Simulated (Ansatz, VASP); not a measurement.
**Two plane-wave programs on InAs**

File POSCAR:

```
InAs
1.0
    0.0000000000      3.0180000000      3.0180000000
    3.0180000000      0.0000000000      3.0180000000
    3.0180000000      3.0180000000      0.0000000000
In As
1 1
Direct
    0.0000000000      0.0000000000      0.0000000000
    0.7500000000      0.7500000000      0.7500000000
```

INCAR.step1

```
SYSTEM = InAs
ALGO     = Normal         ! electronic algorithm
EDIFF    = 1E-5           ! SCF threshold, eV
ENCUT    = 520            ! plane-wave cutoff, eV
GGA      = PE             ! functional
ISIF     = 2              ! what is computed and relaxed
ISMEAR   = -1             ! smearing method
LASPH    = .TRUE.         ! aspherical terms in the spheres
LCHARG   = .FALSE.        ! write CHGCAR
LREAL    = .FALSE.        ! projectors in reciprocal space
LWAVE    = .TRUE.         ! write WAVECAR
NELM     = 80             ! most SCF steps
PREC     = Accurate       ! precision mode
SIGMA    = 0.05           ! smearing width, eV
```

The input INCAR.step2:

```
SYSTEM = InAs
AEXX     = 0.25           ! exact-exchange fraction
ALGO     = Normal         ! electronic algorithm
EDIFF    = 1E-6           ! SCF threshold, eV
ENCUT    = 520            ! plane-wave cutoff, eV
GGA      = PE             ! functional
HFSCREEN = 0.3            ! screening, 1/A
ISIF     = 2              ! what is computed and relaxed
ISMEAR   = -1             ! smearing method
ISTART   = 1            
LASPH    = .TRUE.         ! aspherical terms in the spheres
LCHARG   = .FALSE.        ! write CHGCAR
LHFCALC  = .TRUE.         ! exact exchange
LREAL    = .FALSE.        ! projectors in reciprocal space
LWAVE    = .FALSE.        ! write WAVECAR
NELM     = 80             ! most SCF steps
PREC     = Accurate       ! precision mode
PRECFOCK = Fast         
SIGMA    = 0.05           ! smearing width, eV
```

KPOINTS

```
k-points
0
G
  4 4 4
  0 0 0
```

Contents of input.yaml:

```yaml
crystal:
  lattice:
    - [0.0, 3.018, 3.018]
    - [3.018, 0.0, 3.018]
    - [3.018, 3.018, 0.0]
  atoms:
    - { symbol: In, position: [0.0, 0.0, 0.0] }
    - { symbol: As, position: [0.75, 0.75, 0.75] }
hamiltonian:
  xc: { exchange: pbe, correlation: pbe, exx: { coeff: 0.25, omega: 0.3 } }
  pseudopotentials: { kind: paw }
kpoints:
  mp_grid: { grid: [4, 4, 4] }
scf:
  occupations: { method: fermi_dirac, width: 0.05 }
output:
  forces: true
  stress: true
  eigenvalues: true
  write_density: true
  write_potential: true
  elf: true
  volumetric_format: npy
```

Alike in both runs: task single point; functional HSE(alpha, omega); k mesh 4 × 4 × 4; occupations fermi-dirac, width 0.05 eV; no spin polarisation.

|  | VASP | Ansatz |
| --- | --- | --- |
| version | VASP 6.6.1 | Ansatz 0.2.0 |
| potentials or method | VASP PAW PBE potentials, release 64 (In_d, As) | Ansatz PAW |
| plane-wave cutoff (eV) | 520 | 420 |
| valence electrons in the cell | 18 | 28 |

|  | VASP | Ansatz | Ansatz less VASP |
| --- | --- | --- | --- |
| gap on the k mesh at the Fermi level (eV) | 0.45 | 0.46 | +0.002 |
| least direct gap on the mesh (eV) | 0.45 | 0.46 | +0.002 |
| pressure (GPa) | 2.5 | 2.7 | +0.18 |

The functional is the same, so the differences come from potentials, cutoffs and numerics. The two sets of potentials don't hold the same shells in valence.

Caveats: the k mesh is coarse (spacing up to 0.45 Å⁻¹), so the values aren't converged, least of all with exact exchange; spin-orbit coupling is left out, which moves the levels of the heavy elements; the PAW data sets were made with another functional, which shifts forces and pressure a little (VASP); the PAW data sets come from PBE, with cores solved anew for the run's functional, which leaves a small shift of forces and pressure (Ansatz); the thresholds are loose for stress (Ansatz).
